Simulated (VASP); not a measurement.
The system is MgF2 (Sellaite).

```xyz
6
Lattice="4.6250 0.0000 0.0000 0.0000 4.6250 0.0000 0.0000 0.0000 3.0520" Properties=species:S:1:pos:R:3 pbc="T T T"
Mg    0.0000    0.0000    0.0000
Mg    2.3125    2.3125    1.5260
F     1.4014    1.4014    0.0000
F     0.9111    3.7139    1.5260
F     3.2236    3.2236    0.0000
F     3.7139    0.9111    1.5260
```

```yaml
Program: VASP 6.6.1
Task: relaxation of cell and atoms
Functional: LDA
Potentials_or_basis: VASP PAW LDA potentials, release 64 (Mg, F)
Cutoff: 600 eV
k_mesh: 6 × 6 × 10
Occupations: gaussian, width 0.03 eV
Spin: no spin polarisation
```

At the start: pressure -6.5 GPa; volume 10.88 Å³/atom.

Problem. Where does the relaxation end?

Solution. Over 5 steps the energy falls by 13.8 meV/atom and the volume is 10.23 Å³/atom (-6.0 %); space group P4_2/mnm (No. 136, to 0.05 Å).

Step by step:
| step | energy change (eV) | largest force (eV/Å) | pressure (GPa) | volume (Å³) |
| --- | --- | --- | --- | --- |
| 1 | 0.0000 | 0.0447 | -6.46 | 65.28 |
| 2 | -0.0813 | 0.0861 | 0.43 | 61.23 |
| 3 | -0.0816 | 0.0776 | -0.04 | 61.46 |
| 4 | -0.0829 | 0.0190 | 0.01 | 61.39 |
| 5 | -0.0831 | 0.0069 | 0.02 | 61.36 |

Final structure:
```cif
data_structure
_symmetry_space_group_name_H-M 'P 1'
_symmetry_Int_Tables_number 1
_cell_length_a 4.5243
_cell_length_b 4.5243
_cell_length_c 2.9977
_cell_angle_alpha 90.000
_cell_angle_beta 90.000
_cell_angle_gamma 90.000
_cell_volume 61.36
loop_
_atom_site_label
_atom_site_type_symbol
_atom_site_fract_x
_atom_site_fract_y
_atom_site_fract_z
_atom_site_occupancy
Mg1 Mg 0.00000 0.00000 0.00000 1
Mg2 Mg 0.50000 0.50000 0.50000 1
F1 F 0.30249 0.30249 0.00000 1
F2 F 0.19751 0.80249 0.50000 1
F3 F 0.69751 0.69751 0.00000 1
F4 F 0.80249 0.19751 0.50000 1
```
